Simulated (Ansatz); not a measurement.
# Nb: a tetragonal deformation path

The task, for Nb: look for other minima along a tetragonal path.

The COD entry's cell or inner coordinates are ideal or old and differ from later refinements, so a difference from it is no clean test against experiment.

Computed with Ansatz 0.2.0 (DFT PBE, scalar-relativistic, plane waves, PAW, unless a step's input says otherwise).

### 1 The system as given

Symmetry: Im-3m, No. 229, cubic system. Conventional cell: a = 3.328 Å, b = 3.328 Å, c = 3.328 Å, α = 90.00°, β = 90.00°, γ = 90.00°. Around Nb (site symmetry m-3m) lie 8 Nb at 2.88 Å.

Coordinates:

```xyz
1
Lattice="-1.6640 1.6640 1.6640 1.6640 -1.6640 1.6640 1.6640 1.6640 -1.6640" Properties=species:S:1:pos:R:3 pbc="T T T"
Nb    0.0000    0.0000    0.0000
```

The cell is taken as given, not relaxed at this level.

### 2 Zero of the scan

input.yaml reads:

```yaml
crystal:
  lattice:
    - [-1.66395, 1.66395, 1.66395]
    - [1.66395, -1.66395, 1.66395]
    - [1.66395, 1.66395, -1.66395]
  atoms:
    - { symbol: Nb, position: [0.0, 0.0, 0.0] }
basis:
  ecutwfc: 420
kpoints:
  mp_grid: { grid: [22, 22, 22] }
hamiltonian:
  xc: pbe
scf:
  occupations: { method: gaussian, width: 0.15 }
output:
  forces: true
  stress: true
  eigenvalues: true
```

Launch:

```
$ ansatz run input.yaml --threads 1 --pin off --max-ram 1228MiB --backend cpu --events-out ev --progress --plain --runs-dir out
```

The session goes on with these runs: At ρ = 0.707; At ρ = 1.414; point ρ = 0.850; At ρ = 1.200; point ρ = 0.780; At ρ = 1.300; ρ = 0.920; At ρ = 1.100; ρ = 0.650; ρ = 1.500; At ρ = 0.960; point ρ = 1.050.

Before running it: what results should come out? Wanted: highest point.

The runs gave:

| quantity | value |
| --- | --- |
| highest point | 394.6 meV/atom at ρ = 0.650 |

No sampled point lies below the undisturbed cell. No further minimum shows among the sampled points. At ρ = 1.414 the cell takes another symmetry, Fm-3m, 325.0 meV/atom from the start at this fixed volume.
